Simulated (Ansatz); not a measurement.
Property card for CoSn

All numbers below come from DFT PBEsol, scalar-relativistic, plane waves, PAW (Ansatz).

Plane waves to 420 eV, a k mesh through Γ of 12×12×8 on the computed 6-atom cell and Gaussian smearing (0.10 eV); no spin polarisation.

The structure is relaxed at this level of theory with its symmetry kept. Whether it is the stable form of this composition wasn't checked.

```cif
data_structure
_symmetry_space_group_name_H-M 'P6/mmm'
_symmetry_Int_Tables_number 191
_cell_length_a 5.2197
_cell_length_b 5.2197
_cell_length_c 4.1685
_cell_angle_alpha 90.000
_cell_angle_beta 90.000
_cell_angle_gamma 120.000
_cell_volume 98.36
loop_
_atom_site_label
_atom_site_type_symbol
_atom_site_symmetry_multiplicity
_atom_site_Wyckoff_symbol
_atom_site_fract_x
_atom_site_fract_y
_atom_site_fract_z
_atom_site_occupancy
Co1 Co 3 f 0.00000 0.50000 0.00000 1
Sn1 Sn 2 d 0.66667 0.33333 0.50000 1
Sn2 Sn 1 a 0.00000 0.00000 0.00000 1
```

| Quantity | Value |
| --- | --- |
| Space group | P6/mmm (No. 191) |
| Volume per atom | 16.39 Å³ |
| Formation energy from the elements' standard states (uncorrected) | -0.152 eV/atom |
| Kohn–Sham band gap | none (metal) |
| Density of states at the Fermi level | 3.11 states/eV per cell |
| Löwdin character within 0.5 eV of the Fermi level | Co 3d 82 %, Sn 5p 13 % |
| Bulk modulus | 146 GPa |
| Its pressure derivative | 4.8 |
| Bader charges (e) | Co (3 in the cell) -0.34, Sn (2 in the cell) 0.31, Sn (1 in the cell) 0.42 |

A ferromagnetic start lost its moments in a first run, so spin was left out; other magnetic orders weren't tried.